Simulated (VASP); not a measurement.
## Zn: band structure with TPSS+TS

Crystal: Zn.

```
CELL_PARAMETERS angstrom
0.00000 1.88281 1.88281
1.88281 0.00000 1.88281
1.88281 1.88281 0.00000
ATOMIC_POSITIONS crystal
Zn 0.00000 0.00000 0.00000
```

This isn't the form of Zn at room conditions, which is hcp.

The cell isn't the ideal one: volume scaled by 0.88.

```yaml
Program: VASP 6.6.1
Task: band structure
Functional: TPSS
Dispersion: TS
Potentials_or_basis: VASP PAW PBE potentials, release 64 (Zn)
Cutoff: 520 eV
k_mesh: 12 × 12 × 12
Occupations: methfessel-paxton, width 0.1 eV
Spin: no spin polarisation
Further_INCAR_settings: ALGO = Normal; EDIFF = 1e-07
```

* Pressure: -2.8 GPa
* Band gap along the path: none (metal or under the smearing width)
* Dispersion energy per atom: -0.569 eV

Levels at the corners of the path, in eV from the Fermi level:
```tsv
point	band 4	band 5	band 6	band 7	band 8	band 9
Γ	-8.16	-7.68	-7.68	19.71	20.19	20.19
X	-7.24	-7.24	-1.28	2.23	9.16	9.16
X	-7.24	-7.24	-1.28	2.23	9.16	9.16
W	-7.66	-7.24	2.38	2.38	3.97	4.21
W	-7.66	-7.24	2.38	2.38	3.97	4.21
K	-7.58	-7.36	0.72	1.79	3.12	10.88
K	-7.58	-7.36	0.72	1.79	3.12	10.88
Γ	-8.16	-7.68	-7.68	19.71	20.19	20.19
Γ	-8.16	-7.68	-7.68	19.71	20.19	20.19
L	-7.33	-7.33	-3.44	-1.14	16.95	16.95
L	-7.33	-7.33	-3.44	-1.14	16.95	16.95
U	-7.58	-7.36	0.72	1.79	3.12	10.88
U	-7.58	-7.36	0.72	1.79	3.12	10.88
W	-7.66	-7.24	2.38	2.38	3.97	4.21
W	-7.66	-7.24	2.38	2.38	3.97	4.21
L	-7.33	-7.33	-3.44	-1.14	16.95	16.95
L	-7.33	-7.33	-3.44	-1.14	16.95	16.95
K	-7.58	-7.36	0.72	1.79	3.12	10.88
U	-7.58	-7.36	0.72	1.79	3.12	10.88
X	-7.24	-7.24	-1.28	2.23	9.16	9.16
```

Run time: 40 s on 1 thread of Intel(R) Xeon(R) 6975P-C (Granite Rapids), on a shared host, peak memory 0.14 GiB.

Caveat: atom-pairwise D2, TS and ULG terms overbind metals; the PAW data sets were made with another functional, which shifts forces and pressure a little; pairwise dispersion overbinds metals, which lowers pressure and volume.
